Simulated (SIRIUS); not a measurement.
Zn: single point with PBEsol

Zn:

```
Zn
1.0
     2.67000    0.00000    0.00000
    -1.33500    2.31229    0.00000
     0.00000    0.00000    4.96600
Zn
2
Direct
  0.66667 0.33333 0.75000
  0.33333 0.66667 0.25000
```

```yaml
Program: SIRIUS 7.10.0
Task: single point
Functional: PBEsol
Potentials_or_basis: PseudoDojo 0.4.1 PBE standard (scalar relativistic)
Cutoff: 1152 eV
Density_cutoff: 4606 eV
k_mesh: 8 × 8 × 4
Occupations: fermi-dirac, width 0.05 eV
Spin: no spin polarisation
```

* Pressure: -6.0 GPa
* Band gap on the k mesh: none (metal or under the smearing width)

Stress tensor (GPa, compression positive):
```
-5.27  0.00  0.00
 0.00 -5.27  0.00
 0.00  0.00 -7.36
```

It took 42 s on 1 thread of Arm Neoverse V2, with other jobs on the host, peak memory 0.32 GiB.

Caveat: the potentials were made for another functional, which shifts forces and pressure.
